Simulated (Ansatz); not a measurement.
## 1T-PbSeTe monolayer in a perpendicular field

Aim: how the 1T-PbSeTe monolayer screens a field along its normal, and what the field does to its bands. A positive field points along +c.

Program: Ansatz 0.2.0. Level of theory: plane-wave DFT, PBE-D4, Ansatz PAW (set soft_1); PAW set soft_1, in the first sound run; inputs show where later runs differ. Results are calculated unless marked as measured.

Report form: the programs' logs are mostly left out.

## 1. The starting structure

The cell holds 3 atoms: 1 Te, 1 Pb and 1 Se. Cell: a = 3.750 Å, b = 3.750 Å, c = 36.953 Å, α = 90.0°, β = 90.0°, γ = 120.0°. Vacuum lies along c.

## 2. Relaxing the slab

The starting cell is a guess, so the in-plane lattice and the atoms are relaxed first, with the slab cut off from its images along the normal.

input.yaml reads:

```yaml
crystal:
  lattice:
    - [3.749942, 0.0, 0.0]
    - [-1.874971, 3.2475450347, 0.0]
    - [0.0, 0.0, 36.9533331014]
  atoms:
    - { symbol: Te, position: [0.6666666667, 0.3333333333, 0.4600396926] }
    - { symbol: Pb, position: [0.0, 0.0, 0.5043278309] }
    - { symbol: Se, position: [0.3333333333, 0.6666666667, 0.5399603074] }
  periodic: [true, true, false]
kpoints:
  mp_grid: { grid: [12, 12, 1] }
hamiltonian:
  xc: pbe
  dispersion: d4
  pseudopotentials: { kind: paw, azcp: { folder: soft_1 } }
scf:
  occupations: { method: fermi_dirac, width: 0.05 }
  convergence: { dr2_threshold: 1.0e-09 }
relax:
  f_tol: 0.004
  max_steps: 90
  cell: {}
output:
  write_potential: true
  write_density: true
  volumetric_format: npy
```

The run is started by

```bash
$ ansatz run input.yaml --threads 4 --pin off --max-ram 6144MiB --backend cpu --events-out ev --progress --plain --runs-dir out
```

Elapsed: 72 s, on 4 threads of Arm Neoverse V1, shared host; peak memory 0.88 GiB; 4.6 min of CPU time.

Step by step:

```tsv
step	energy less that of the first step (eV)	largest force component (eV/Å)	volume (Å³)
1	0.0000	5.1440	450.02
2	-1.5445	2.3600	457.73
3	-2.1249	0.8275	479.34
4	-2.2399	0.3004	497.64
5	-2.2598	0.1289	502.33
6	-2.2649	0.1269	498.76
7	-2.2703	0.2425	488.27
8	-2.2755	0.0664	485.30
9	-2.2764	0.0061	482.46
10	-2.2765	0.0023	481.50
11*	-2.2772	0.0023	481.50
```

Relaxation steps marked * repeat the geometry before them on a plane-wave basis chosen anew for their cell, so energy and pressure can jump there.

The run keeps the 6 symmetry operations that it works with, so distortions that break them were not tested.

```tsv
cell as run	before	after	change
a (Å)	3.750	3.879	+3.4 %
b (Å)	3.750	3.879	+3.4 %
```

The atoms that moved most (Å, along periodic axes as changes of fractional coordinates times the final cell, across vacuum about the mean position):

```tsv
atom	dx	dy	dz	length
Te1	0.000	0.000	-0.580	0.580
Se3	0.000	0.000	0.471	0.471
Pb2	0.000	0.000	0.109	0.109
```

The relaxed structure:

```cif
data_structure
_symmetry_space_group_name_H-M 'P 1'
_symmetry_Int_Tables_number 1
_cell_length_a 3.8789
_cell_length_b 3.8789
_cell_length_c 36.9533
_cell_angle_alpha 90.000
_cell_angle_beta 90.000
_cell_angle_gamma 120.000
_cell_volume 481.50
loop_
_atom_site_label
_atom_site_type_symbol
_atom_site_fract_x
_atom_site_fract_y
_atom_site_fract_z
_atom_site_occupancy
Te1 Te 0.66667 0.33333 0.44436 1
Pb2 Pb 0.00000 0.00000 0.50727 1
Se3 Se 0.33333 0.66667 0.55270 1
```

Numbers from this step:

```yaml
energy_at_zero_smearing: -24358.7344 eV
```

The lattice constant a goes from 3.750 to 3.879 Å.

## 3. Single point, field 0

A sawtooth potential applies the field, turning back in the middle of the vacuum. With the dipole correction the typed value is the field outside the slab. The induced dipole is small, so the SCF threshold is tight.

The cell differs from the one that the last finished run ended in (c 36.953 → 22.004 Å).

input.yaml reads:

```yaml
crystal:
  lattice:
    - [3.8788864731, 0.0, 0.0]
    - [-1.9394432365, 3.3592142241, 0.0]
    - [0.0, 0.0, 22.0037268578]
  atoms:
    - { symbol: Te, position: [0.6666666667, 0.3333333333, 0.4090216198] }
    - { symbol: Pb, position: [0.0, 0.0, 0.5146748763] }
    - { symbol: Se, position: [0.3333333333, 0.6666666667, 0.5909783802] }
kpoints:
  mp_grid: { grid: [12, 12, 1] }
  band_path:
    path: [[0, 0, 0], [0.5, 0, 0], [0.33333333, 0.33333333, 0], [0, 0, 0]]
    npoints: 16
hamiltonian:
  xc: pbe
  dispersion: d4
  pseudopotentials: { kind: paw, azcp: { folder: soft_1 } }
scf:
  occupations: { method: fermi_dirac, width: 0.05 }
  convergence: { dr2_threshold: 1.0e-10 }
efield:
  axis: 3
  dipole_correction: true
  ramp_position: 0.97
  ramp_width: 0.06
  amplitude: 0
output:
  dos: { projected: true, e_range: [-6, 5] }
  bader: true
  write_potential: true
  write_density: true
  volumetric_format: npy
  elf: true
```

Run time: 13 s. Hardware: 4 threads; peak memory 0.66 GiB; 47 s of CPU time.

This step gave:

- energy at zero smearing: -24358.7354 eV
- work function, upper face: 5.567 eV
- work function, lower face: 5.208 eV
- dipole along the normal: -0.02582 e·Å
- step between the vacuum levels: 0.3585 eV

Running mean over a fixed 2.8 Å (it still follows the layers) of the planar mean; the ramp of the sawtooth is left out. Table of electron's electrostatic potential energy less the Fermi level by z:

```tsv
z (Å)	electron's electrostatic potential energy less the Fermi level (eV)
2.93	5.21
3.37	5.21
3.81	5.21
4.25	5.21
4.69	5.21
5.13	5.20
5.57	5.19
6.01	5.13
6.45	4.93
6.89	4.23
7.33	2.77
7.77	1.27
8.21	-0.294
8.65	-1.35
9.09	-2.06
9.53	-3.21
9.98	-4.11
10.42	-4.75
10.86	-4.82
11.15	-4.70
11.59	-4.88
12.03	-4.78
12.47	-3.62
12.91	-1.61
13.35	0.398
13.79	1.89
14.23	3.11
14.67	4.10
15.11	5.00
15.55	5.42
15.99	5.53
16.43	5.56
16.87	5.56
17.31	5.57
17.75	5.57
18.19	5.57
18.63	5.57
19.07	5.57
```

The density of states has structure finer than the step of the table below, so its rows give means over 0.2 eV, whole bins alone (the curve runs from -6 to 1.99 eV). Peaks (eV: height): -3.19: 5.60, -2.72: 4.43, -2.14: 6.25, -1.53: 13.1, -1.07: 7.43, -0.07: 5.33, 0.86: 5.47.

Density of states against energy, zero at the Fermi level; means over each step:

```tsv
energy (eV)	density of states (states/eV a cell)
-4.4	0
-4.2	0.0917
-4.0	1.28
-3.8	1.46
-3.6	2.01
-3.4	1.10
-3.2	1.82
-3.0	1.60
-2.8	3.01
-2.6	2.53
-2.4	2.19
-2.2	2.88
-2.0	1.83
-1.8	2.57
-1.6	5.87
-1.4	3.90
-1.2	1.46
-1.0	3.09
-0.8	2.21
-0.6	1.84
-0.4	2.42
-0.2	2.45
0.0	3.86
0.2	2.32
0.4	1.82
0.6	1.64
0.8	2.42
1.0	0.0997
1.2	0
```

Projected DOS per atom over height of the atomic layer and energy from the Fermi level. Layers: Te Pb Se from below.

Ten even steps from '_' (0.00 states/eV) to '@' (2.03 states/eV), each cell a mean:
```
______
______
______
++..::
++..::
@@..==
++..--
++__==
==__++
@@::@@
==::##
==::++
==--++
----==
..::::
::::::
......
______
______
______
______
______
```
Columns: height of the atomic layer (Å) from 9 to 13.0 (not evenly spaced); rows upwards: energy from the Fermi level (eV) from -5.96 to 1.96.

The electronic bands at the labelled points (eV, zero at the Fermi level):

```tsv
point	band 20	band 21	band 22	band 23	band 24	band 25	band 26	band 27
Γ	-0.43	-0.43	0.29	0.96	0.96	3.38	4.62	4.62
halfway	-1.98	-1.38	-1.10	0.36	0.43	3.11	4.61	4.85
M	-2.74	-1.65	-1.65	-0.41	-0.07	2.99	3.65	4.63
halfway	-2.86	-2.47	-1.51	-1.00	-0.08	3.23	3.78	4.48
K	-3.16	-3.11	-1.64	-1.05	-0.37	3.33	3.43	4.94
halfway	-2.34	-1.75	-1.21	-0.42	0.69	3.54	3.92	4.90
Γ	-0.43	-0.43	0.29	0.96	0.96	3.38	4.62	4.62
```

Valence density in the ca plane at fractional y = 0.000, with atoms of Pb within 0.2 Å of it. It is the smooth field of the valence electrons, not physical close to the nuclei.

Values in e/Å³, 6 rows by 16 columns, each cell a mean:
```
0.0 0.0 0.0 0.0 0.1 0.1 1.4 4.1 0.4 0.0 0.0 0.0 0.0 0.0 0.0 0.0
0.0 0.0 0.0 0.0 0.1 0.2 0.3 0.6 0.2 0.1 0.0 0.0 0.0 0.0 0.0 0.0
0.0 0.0 0.0 0.0 0.3 0.3 0.1 0.1 0.3 0.2 0.0 0.0 0.0 0.0 0.0 0.0
0.0 0.0 0.0 0.0 0.2 0.2 0.1 0.2 0.2 0.2 0.0 0.0 0.0 0.0 0.0 0.0
0.0 0.0 0.0 0.0 0.1 0.1 0.5 1.2 0.3 0.1 0.0 0.0 0.0 0.0 0.0 0.0
0.0 0.0 0.0 0.0 0.0 0.1 1.8 5.4 0.5 0.0 0.0 0.0 0.0 0.0 0.0 0.0
```
Columns run along c (16.0 Å, from fractional 0.19 to 0.92 of the cell), rows up along a (3.9 Å). Atoms in or near the plane, at fractional coordinates: Pb at (0.51, 0.00).

Electrostatic potential energy in the ca plane at fractional y = 0.000, with atoms of Pb within 0.2 Å of it. With pseudopotentials it is smooth inside the atoms' cores, unlike the true potential.

Ten even steps from '0' (-37 eV) to '9' (4 eV), each cell a mean:
```
99999999999999998400002799999999999999999999
99999999999999998620015899999999999999999999
99999999999998899875568899999999999999999999
99999999999887889988888888999999999999999999
99999999999877788999999888899999999999999999
99999999999877789999999888999999999999999999
99999999999988889887788889999999999999999999
99999999999999998752247899999999999999999999
99999999999999998500003799999999999999999999
99999999999999998300001789999999999999999999
```
Columns run along c (16.0 Å, from fractional 0.19 to 0.92 of the cell; values clipped at the 3rd and 97th percentile), rows up along a (3.9 Å). Atoms in or near the plane, at fractional coordinates: Pb at (0.51, 0.00).

ELF in the ca plane at fractional y = 0.000, with atoms of Pb within 0.2 Å of it. It is the smooth field of the valence electrons, not physical close to the nuclei.

Values, 6 rows by 16 columns, each cell a mean:
```
0.00 0.00 0.00 0.00 0.00 0.04 0.14 0.16 0.34 0.19 0.28 0.09 0.02 0.00 0.00 0.00
0.00 0.00 0.00 0.00 0.02 0.20 0.51 0.44 0.30 0.35 0.36 0.45 0.17 0.01 0.00 0.00
0.00 0.00 0.00 0.00 0.04 0.40 0.66 0.59 0.28 0.18 0.58 0.72 0.38 0.04 0.00 0.00
0.00 0.00 0.00 0.00 0.04 0.36 0.65 0.57 0.27 0.21 0.53 0.68 0.33 0.03 0.00 0.00
0.00 0.00 0.00 0.00 0.01 0.14 0.39 0.35 0.32 0.36 0.30 0.31 0.10 0.01 0.00 0.00
0.00 0.00 0.00 0.00 0.00 0.03 0.09 0.13 0.33 0.10 0.28 0.06 0.01 0.00 0.00 0.00
```
Columns run along c (16.0 Å, from fractional 0.10 to 0.83 of the cell), rows up along a (3.9 Å). Atoms in or near the plane, at fractional coordinates: Pb at (0.51, 0.00).

The work function of the upper face is 5.57 eV.

## 4. Single point, field 0.03 V/Å

Edit input.yaml of step 3 so:

```diff
@@ -26,6 +26,4 @@
   ramp_width: 0.06
-  amplitude: 0
+  amplitude: 0.03
 output:
-  dos: { projected: true, e_range: [-6, 5] }
-  bader: true
   write_potential: true
@@ -33,2 +31 @@
   volumetric_format: npy
-  elf: true
```

Elapsed: 8.7 s, on 4 threads; peak memory 0.61 GiB.

The dipole is -0.0119 e·Å, 0.0139 e·Å from its value without field.

## 5. Single point, field -0.03 V/Å

Edit input.yaml of step 4 so:

```diff
@@ -26,3 +26,3 @@
   ramp_width: 0.06
-  amplitude: 0.03
+  amplitude: -0.03
 output:
```

Elapsed: 8.7 s, on 4 threads; peak memory 0.6 GiB.

The dipole is -0.0397 e·Å, -0.0139 e·Å from its value without field.

## 6. Atoms held, field 0.15 V/Å

Edit input.yaml of step 5 so:

```diff
@@ -24,5 +24,5 @@
   dipole_correction: true
-  ramp_position: 0.97
-  ramp_width: 0.06
-  amplitude: -0.03
+  ramp_position: 0.95
+  ramp_width: 0.0918
+  amplitude: 0.15
 output:
```

It took 8.6 s on 4 threads; peak memory 0.6 GiB; 33 s of CPU time.

The dipole is 0.0436 e·Å, 0.0695 e·Å from its value without field.

## 7. Single point, field 0.25 V/Å

Edit input.yaml of step 6 so:

```diff
@@ -26,3 +26,3 @@
   ramp_width: 0.0918
-  amplitude: 0.15
+  amplitude: 0.25
 output:
```

The job ended after 8.7 s (4 threads; peak memory 0.61 GiB).

The dipole is 0.0900 e·Å, 0.116 e·Å from its value without field.

## 8. Single point, field -0.25 V/Å

Edit input.yaml of step 7 so:

```diff
@@ -26,4 +26,6 @@
   ramp_width: 0.0918
-  amplitude: 0.25
+  amplitude: -0.25
 output:
+  dos: { projected: true, e_range: [-6, 5] }
+  bader: true
   write_potential: true
@@ -31 +33,2 @@
   volumetric_format: npy
+  elf: true
```

The job ended after 12 s (4 threads; peak memory 0.63 GiB; 47 s of CPU time).

The dipole is -0.141 e·Å, -0.116 e·Å from its value without field.

## 9. Response, atoms held

This step: plane-wave DFT, PBE-D4, Ansatz PAW (set soft_1); response to a field along the normal, atoms held; PAW set soft_1 (Ansatz 0.2.0).

The dipoles give the slope, and the difference of two potentials shows where the field is screened.

Numbers from this step:

- equivalent conductor thickness p/(ε₀AE): 6.427 Å
- distance between the outer atoms: 4.004 Å

The dipole of the cell by applied field:

```tsv
applied field (V/Å)	dipole of the cell (e·Å)
-0.250	-0.141
-0.030	-0.0397
0.000	-0.0258
0.030	-0.0119
0.150	0.0436
0.250	0.0900
```

Local field over the applied field, running mean. From the potentials at -0.03 and 0.03 V/Å; running mean over 2.5 Å. Local field over applied field against z:

```tsv
z (Å)	local field over applied field
4.5	0.998
5.0	0.993
5.5	0.979
6.0	0.945
6.5	0.867
7.0	0.731
7.5	0.559
8.0	0.381
8.5	0.217
9.0	0.0897
9.5	0.0285
10.0	0.0158
10.5	0.0124
11.0	0.00899
11.5	0.0165
12.0	0.0275
12.5	0.0544
13.0	0.141
13.5	0.290
14.0	0.468
14.5	0.648
15.0	0.809
15.5	0.916
16.0	0.968
16.5	0.989
17.0	0.996
17.5	0.999
```

Electrons, planar mean, per unit field. The induced electron density by z:

z (Å), induced electron density (e/Å³ per V/Å) and a bar from the least value:
```
      4.5    0.00001 ################
      5.0    0.00003 ################
      5.5    0.00010 ################
      6.0    0.00027 #################
      6.5    0.00071 ###################
      7.0    0.00166 #######################
      7.5    0.00311 #############################
      8.0    0.00332 ##############################
      8.5    0.00112 #####################
      9.0    0.00039 #################
      9.5    0.00053 ##################
     10.0    0.00006 ################
     10.5   -0.00071 #############
     11.0   -0.00012 ###############
     11.5    0.00053 ##################
     12.0    0.00023 #################
     12.5   -0.00063 #############
     13.0   -0.00063 #############
     13.5   -0.00217 ######
     14.0   -0.00368 
     14.5   -0.00244 #####
     15.0   -0.00109 ###########
     15.5   -0.00042 ##############
     16.0   -0.00015 ###############
     16.5   -0.00005 ################
     17.0   -0.00001 ################
     17.5    0.00000 ################
```

By hand: between -0.03 and 0.03 V/Å the dipole changes by 0.02777 e·Å, a slope of 0.4628 e·Å²/V. A perfect conductor of thickness t has p = ε₀AEt, so t = 180.95 × 0.4628 / 13.030 = 6.43 Å (e/ε₀ = 180.95 V·Å, A in Å²).

The induced dipole is that of a conductor 6.43 Å thick.

## 10. Same geometry, cutoff 420 eV, functional LDA

This step: plane-wave DFT, LDA, Ansatz PAW (set soft_1); PAW set soft_1 (Ansatz 0.2.0).

The geometry is kept and the functional is LDA; other changes against the main runs: SCF threshold 1.0e-10 → 1.0e-09 eV, k-mesh 12×12×1 → 6×6×1 and no dispersion term, which doesn't act on the electrons.

input.yaml reads:

```yaml
crystal:
  lattice:
    - [3.8788864731, 0.0, 0.0]
    - [-1.9394432365, 3.3592142241, 0.0]
    - [0.0, 0.0, 22.0037268578]
  atoms:
    - { symbol: Te, position: [0.6666666667, 0.3333333333, 0.4090216198] }
    - { symbol: Pb, position: [0.0, 0.0, 0.5146748763] }
    - { symbol: Se, position: [0.3333333333, 0.6666666667, 0.5909783802] }
kpoints:
  mp_grid: { grid: [6, 6, 1] }
hamiltonian:
  xc: lda
  pseudopotentials: { kind: paw, azcp: { folder: soft_1 }, xc_functional: pbe }
scf:
  occupations: { method: fermi_dirac, width: 0.05 }
  convergence: { dr2_threshold: 1.0e-09 }
efield:
  axis: 3
  dipole_correction: true
  ramp_position: 0.95
  ramp_width: 0.0918
  amplitude: 0.1
output:
  write_potential: true
  write_density: true
  volumetric_format: npy
```

Run time: 2.5 s. Hardware: 4 threads; peak memory 0.52 GiB.

Numbers from this step:

```
energy at zero smearing : -23814.2354 eV
dipole along the normal : 0.01986 e·Å
```

The dipole is 0.0199 e·Å.

## 11. Same geometry, cutoff 420 eV, functional LDA (run 2)

The same run in the opposite field.

Edit input.yaml of step 10 so:

```diff
@@ -22,3 +22,3 @@
   ramp_width: 0.0918
-  amplitude: 0.1
+  amplitude: -0.1
 output:
```

Elapsed: 2.6 s, on 4 threads; peak memory 0.51 GiB.

The dipole is -0.0727 e·Å.

## 12. Response at this level

This step: plane-wave DFT, LDA, Ansatz PAW (set soft_1); response to a field along the normal, atoms held; PAW set soft_1 (Ansatz 0.2.0).

The two signs of the field give the slope at this level.

This step gave:

- equivalent conductor thickness p/(ε₀AE): 6.428 Å

The induced dipole is that of a conductor 6.43 Å thick.

## 13. Same geometry, cutoff 420 eV, functional PBE

This step: plane-wave DFT, PBE, Ansatz PAW (set soft_1); PAW set soft_1 (Ansatz 0.2.0).

The geometry is kept and the functional is PBE; other changes against the main runs: SCF threshold 1.0e-10 → 1.0e-09 eV, k-mesh 12×12×1 → 6×6×1 and no dispersion term, which doesn't act on the electrons.

Edit input.yaml of step 11 so:

```diff
@@ -12,4 +12,4 @@
 hamiltonian:
-  xc: lda
-  pseudopotentials: { kind: paw, azcp: { folder: soft_1 }, xc_functional: pbe }
+  xc: pbe
+  pseudopotentials: { kind: paw, azcp: { folder: soft_1 } }
 scf:
@@ -22,3 +22,3 @@
   ramp_width: 0.0918
-  amplitude: -0.1
+  amplitude: 0.1
 output:
```

The job ended after 2.5 s (4 threads; peak memory 0.53 GiB).

The dipole is 0.0197 e·Å.

## 14. Same geometry, cutoff 420 eV, functional PBE (run 2)

Edit input.yaml of step 13 so:

```diff
@@ -22,3 +22,3 @@
   ramp_width: 0.0918
-  amplitude: 0.1
+  amplitude: -0.1
 output:
```

Run time: 2.4 s. Hardware: 4 threads; peak memory 0.52 GiB; 8.7 s of CPU time.

The dipole is -0.0729 e·Å.

## 15. Response at this level

This step: plane-wave DFT, PBE, Ansatz PAW (set soft_1); response to a field along the normal, atoms held; PAW set soft_1 (Ansatz 0.2.0).

The induced dipole is that of a conductor 6.43 Å thick.

[end of part 1 of 2]

[Logs are printed without paths, hosts, clocks, repeated set-up lines and the standing remarks that a program may print on its own settings, such as how far it seeks lower states.]

[Hosts, paths, dates, database ids (printed as entryN), source tags and the programs' standing remarks are cut or masked in the printed files.]

[Maps of the electrostatic potential energy from Ansatz leave out the sawtooth potential of an applied field or a dipole correction, so their vacuum need not be flat; planar profiles and work functions include it.]

[The density of states shown here was stored with 400 of the rows of the run's finer table, so its peaks can read low, often by over a quarter, or be missed, and its means over a window can be off by a tenth or more.]
